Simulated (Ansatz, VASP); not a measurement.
**One calculation of Si3N4, two programs**

File INCAR:

```
ALGO     = Normal         # electronic algorithm
EDIFF    = 1E-6           # SCF threshold, eV
ENCUT    = 520            # plane-wave cutoff, eV
GGA      = PE             # functional
ISIF     = 2              # what is computed and relaxed
ISMEAR   = 0              # smearing method
LASPH    = True           # aspherical terms in the spheres
LCHARG   = False          # write CHGCAR
LREAL    = False          # projectors in reciprocal space
LWAVE    = False          # write WAVECAR
NBANDS   = 45             # bands
NELM     = 100            # most SCF steps
PREC     = Accurate       # precision mode
SIGMA    = 0.1            # smearing width, eV
```

Contents of KPOINTS:

```
k-points
0
Gamma
  4 4 4
```

POSCAR

```
Si3N4
1.0
    0.0000000000      4.1752300400      4.1752300400
    4.1752300400      0.0000000000      4.1752300400
    4.1752300400      4.1752300400      0.0000000000
Si N
6 8
Direct
    0.5000000000      0.0000000000      0.5000000000
    0.5000000000      0.0000000000      0.0000000000
    0.0000000000      0.0000000000      0.5000000000
    0.0000000000      0.5000000000      0.0000000000
    0.0000000000      0.5000000000      0.5000000000
    0.5000000000      0.5000000000      0.0000000000
    0.8575690000      0.4272930000      0.8575690000
    0.1424310000      0.1424310000      0.1424310000
    0.8575690000      0.8575690000      0.8575690000
    0.5727070000      0.1424310000      0.1424310000
    0.8575690000      0.8575690000      0.4272930000
    0.4272930000      0.8575690000      0.8575690000
    0.1424310000      0.1424310000      0.5727070000
    0.1424310000      0.5727070000      0.1424310000
```

Input for Ansatz:

```yaml
crystal:
  lattice:
    - [0.0, 4.17523004, 4.17523004]
    - [4.17523004, 0.0, 4.17523004]
    - [4.17523004, 4.17523004, 0.0]
  atoms:
    - { symbol: Si, position: [0.5, 0.0, 0.5] }
    - { symbol: Si, position: [0.5, 0.0, 0.0] }
    - { symbol: Si, position: [0.0, 0.0, 0.5] }
    - { symbol: Si, position: [0.0, 0.5, 0.0] }
    - { symbol: Si, position: [0.0, 0.5, 0.5] }
    - { symbol: Si, position: [0.5, 0.5, 0.0] }
    - { symbol: "N", position: [0.857569, 0.427293, 0.857569] }
    - { symbol: "N", position: [0.142431, 0.142431, 0.142431] }
    - { symbol: "N", position: [0.857569, 0.857569, 0.857569] }
    - { symbol: "N", position: [0.572707, 0.142431, 0.142431] }
    - { symbol: "N", position: [0.857569, 0.857569, 0.427293] }
    - { symbol: "N", position: [0.427293, 0.857569, 0.857569] }
    - { symbol: "N", position: [0.142431, 0.142431, 0.572707] }
    - { symbol: "N", position: [0.142431, 0.572707, 0.142431] }
basis:
  ecutwfc: 420
kpoints:
  mp_grid: { grid: [4, 4, 4] }
hamiltonian:
  xc: pbe
scf:
  occupations: { method: gaussian, width: 0.1 }
  lower_state_search: "off"
output:
  forces: true
  stress: true
  eigenvalues: true
```

Alike in both runs: task single point; functional PBE; k mesh 4 × 4 × 4; occupations gaussian, width 0.1 eV; no spin polarisation.

|  | VASP | Ansatz |
| --- | --- | --- |
| version | VASP 6.6.1 | Ansatz 0.2.0 |
| potentials or method | VASP PAW PBE potentials, release 64 (Si, N) | scalar-relativistic, plane waves, PAW |
| plane-wave cutoff (eV) | 520 | 420 |
| valence electrons in the cell | 64 | 64 |

|  | VASP | Ansatz | Ansatz less VASP |
| --- | --- | --- | --- |
| gap on the k mesh at the Fermi level (eV) | none | none | - |
| pressure (GPa) | 24.2 | 24.3 | +0.11 |
| rms of the force components (eV/Å) | 0.050 | 0.045 | -0.0055 |

Atom by atom the forces differ by 0.006 eV/Å (rms over components). A gap of «none» marks a metal or a gap that the smearing closes.

Caveats: so large a pressure means that the cell lies far from this level's equilibrium, or that cutoff or potentials fall short (VASP).
